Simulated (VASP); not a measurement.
# AlP: relaxation of cell and atoms with r2SCAN+rVV10

Crystal: AlP.

```
Al P
1.0
     0.00000    2.73648    2.73648
     2.73648    0.00000    2.73648
     2.73648    2.73648    0.00000
Al P
1 1
Direct
  0.00000 0.00000 0.00000
  0.25000 0.25000 0.25000
```

The cell is a database's computed one.

```
Program                : VASP 6.6.1
Task                   : relaxation of cell and atoms
Functional             : r2SCAN
Dispersion             : rVV10
Potentials or basis    : VASP PAW PBE potentials, release 64 (Al, P)
Cutoff                 : 600 eV
k mesh                 : 8 × 8 × 8
Occupations            : gaussian, width 0.02 eV
Spin                   : no spin polarisation
Further INCAR settings : ALGO = Normal; EDIFF = 1e-07; IBRION = 2; EDIFFG = -0.005; NSW = 90; ISIF = 3
```

```json
{"Relaxed volume": "20.38 Å³/atom", "Relaxed cell": "a = 3.863 Å, b = 3.863 Å, c = 3.863 Å, α = 60.00°, β = 60.00°, γ = 60.00°", "Space group after relaxing (to 0.05 Å)": "F-43m (No. 216)", "Energy gained by relaxing": "0.2 meV/atom", "Ionic steps": "3", "Pressure after relaxing": "0.0 GPa", "Band gap on the k mesh": "1.86 eV, indirect (least direct gap 3.95 eV)"}
```

The path:
| step | energy change (eV) | largest force (eV/Å) | pressure (GPa) | volume (Å³) |
| --- | --- | --- | --- | --- |
| 1 | 0.0000 | 0.0000 | -0.46 | 40.98 |
| 2 | -0.0002 | 0.0000 | 0.33 | 40.63 |
| 3 | -0.0003 | 0.0000 | 0.02 | 40.77 |

Final structure:
```
CELL_PARAMETERS angstrom
0.00000 2.73165 2.73165
2.73165 0.00000 2.73165
2.73165 2.73165 0.00000
ATOMIC_POSITIONS crystal
Al 0.00000 0.00000 0.00000
P 0.25000 0.25000 0.25000
```

Levels at points of the mesh, in eV from the valence-band top:
| k point | band 1 | band 2 | band 3 | band 4 | band 5 | band 6 | band 7 | band 8 |
| --- | --- | --- | --- | --- | --- | --- | --- | --- |
| (0.00, 0.00, 0.00) | -11.99 | 0.00 | 0.00 | 0.00 | 3.95 | 4.96 | 4.96 | 4.96 |
| (0.50, 0.00, 0.00) | -10.24 | -5.68 | -0.79 | -0.79 | 3.29 | 5.20 | 5.20 | 8.88 |
| (0.50, 0.50, 0.00) | -9.55 | -5.44 | -2.18 | -2.18 | 1.86 | 2.81 | 11.96 | 11.96 |

Run time: 4.2 min on 1 thread of Intel(R) Xeon(R) Platinum 8488C (Sapphire Rapids), on a shared host, peak memory 0.33 GiB.

Caveat: the PAW data sets were made with another functional, which shifts forces and pressure a little. A k mesh can miss the band edges.
